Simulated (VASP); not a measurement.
**NaCl: relaxation of the atoms with PBE**

The system is NaCl.

```
CELL_PARAMETERS angstrom
0.00000 2.86771 2.86771
2.86771 0.00000 2.86771
2.86771 2.86771 0.00000
ATOMIC_POSITIONS crystal
Na 0.00000 0.00000 0.00000
Cl 0.50000 0.50000 0.50000
```

The cell isn't the ideal one: a relaxed cell with its volume scaled by 1.02.

```json
{
  "Program": "VASP 6.6.1",
  "Task": "relaxation of the atoms",
  "Functional": "PBE",
  "Potentials or basis": "VASP PAW PBE potentials, release 64 (Na_pv, Cl)",
  "Cutoff": "600 eV",
  "k mesh": "8 × 8 × 8",
  "Occupations": "gaussian, width 0.03 eV",
  "Spin": "no spin polarisation",
  "Further INCAR settings": "ALGO = Normal; EDIFF = 1e-07; IBRION = 2; EDIFFG = -0.01; NSW = 40"
}
```

```
Pressure after relaxing : -0.5 GPa
Band gap on the k mesh  : 4.92 eV, direct
```

Final structure:
```yaml
crystal:
  lattice:
    - [0.00000, 2.86771, 2.86771]
    - [2.86771, 0.00000, 2.86771]
    - [2.86771, 2.86771, 0.00000]
  atoms:
    - { symbol: Na, position: [0.00000, 0.00000, 0.00000] }
    - { symbol: Cl, position: [0.50000, 0.50000, 0.50000] }
```

Levels at points of the mesh, in eV from the valence-band top:
```tsv
k point	band 4	band 5	band 6	band 7	band 8	band 9	band 10	band 11
(0.00, 0.00, 0.00)	-12.55	0.00	0.00	0.00	4.92	11.06	11.06	11.06
(0.50, 0.00, 0.00)	-12.26	-1.78	-0.24	-0.24	7.18	10.22	10.85	10.85
(0.50, 0.50, 0.00)	-12.22	-1.53	-0.55	-0.55	7.39	8.11	10.97	14.33
```

Wall time 10 s on 1 thread of AMD EPYC 9R45 (Zen 5) (shared host), peak memory 0.14 GiB.

Caveat: the relaxation stopped at its first step, so nothing moved. A k mesh can miss the band edges.
